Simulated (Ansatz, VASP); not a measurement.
TiSi2 in VASP and in Ansatz

```xyz
3
Lattice="2.7645 0.0000 0.0000 0.0000 2.7645 0.0000 0.0000 0.0000 5.9902" Properties=species:S:1:pos:R:3 pbc="T T T"
Ti    1.3822    0.0000    2.9951
Si    0.0000    1.3823    4.8128
Si    0.0000    1.3823    1.1774
```

Alike in both runs: functional PBE; k mesh 16 × 16 × 8; occupations gaussian, width 0.1 eV; no spin polarisation.

Ansatz relaxed the structure, and its values are those at the end. VASP's run is a single point on that final structure, the one shown.

```csv
,VASP,Ansatz
version,VASP 6.6.1,Ansatz 0.2.0
potentials or method,"VASP PAW PBE potentials, release 64 (Ti_sv, Si)","scalar-relativistic, plane waves, PAW"
plane-wave cutoff (eV),520,420
valence electrons in the cell,20,20
```

|  | VASP | Ansatz | Ansatz less VASP |
| --- | --- | --- | --- |
| gap on the k mesh at the Fermi level (eV) | none | none | - |
| pressure (GPa) | -0.1 | 0.0 | +0.09 |

A gap of «none» marks a metal or a gap that the smearing closes.
